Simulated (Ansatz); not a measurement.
MnSi in Ansatz: convergence with k mesh

Input of the first run (k mesh 3 × 3 × 3); the others differ in this setting and in those tied to it:

input.yaml

```yaml
crystal:
  lattice:
    - [0.0, 2.5272246, 2.5272246]
    - [2.5272246, 0.0, 2.5272246]
    - [2.5272246, 2.5272246, 0.0]
  atoms:
    - { symbol: Mn, position: [0.013282, 6.1e-05, -0.003546], spin: 4.0 }
    - { symbol: Si, position: [0.250977, 0.251403, 0.244421] }
hamiltonian:
  xc: r2scan
  pseudopotentials: { kind: paw, level: accurate }
magnetization:
  spin_polarized: true
kpoints:
  mp_grid: { grid: [3, 3, 3] }
scf:
  occupations: { method: methfessel_paxton, width: 0.05 }
output:
  forces: true
  stress: true
  eigenvalues: true
```

Potentials or basis: Ansatz PAW earlier set.

Run with:

```sh
$ ansatz run input.yaml --threads 2 --pin off --max-ram 5632MiB --backend cpu --events-out ev --progress --plain --runs-dir out
```

The cell isn't the ideal one: atoms moved at random, drawn with an rms of 0.05 Å.

The cell was built by a generator and needn't be a form met in nature.

Hardware: 2 threads of Arm Neoverse V2, on a shared host.

**Question.** The values tried are 3 × 3 × 3, 4 × 4 × 4, 5 × 5 × 5, 7 × 7 × 7, 8 × 8 × 8, 10 × 10 × 10, 12 × 12 × 12, 15 × 15 × 15, loosest first. From which on does the energy stay within 1 meV/atom of the tightest run that finished?

**Answer.** From 10 × 10 × 10 on.

```
      k mesh  energy less the tightest run, at zero smearing (meV/atom)  pressure (GPa)  largest force (eV/Å)  absolute moment (μB)  SCF cycles  CPU time (s)  peak memory (GiB)
   3 × 3 × 3                                                      17.07           16.63                 0.649                  2.09          18            34               0.54
   4 × 4 × 4                                                     -12.75           22.64                 0.490                  3.06          16            45               0.62
   5 × 5 × 5                                                      17.23           22.63                 0.733                  3.00          17            70               0.65
   7 × 7 × 7                                                      -4.00           22.48                 0.696                  3.04          17           160               0.87
   8 × 8 × 8                                                       1.08           23.10                 0.700                  3.08          17           240                1.1
10 × 10 × 10                                                      -0.07           22.93                 0.692                  3.05          17           420                1.6
12 × 12 × 12                                                       0.00           22.76                 0.689                  3.04          17           720                2.4
15 × 15 × 15                                      timed out after 510 s               -                     -                     -           -             -                  -
```

Against the tightest run, the largest force stays within 0.005 eV/Å from 10 × 10 × 10 on; the absolute moment stays within 0.02 μB from 10 × 10 × 10 on. Not settled before the last step: the pressure (to 0.1 GPa). Meshes of other sizes hit other points, so gaps and Fermi surfaces needn't settle smoothly. The tightest run that finished is the yardstick and may itself not be fully converged.

Caveat, for the tightest run too: the magnetic or orbital state may not be the lowest; the PAW data sets come from PBE, with cores solved anew for the run's functional, which leaves a small shift of forces and pressure.
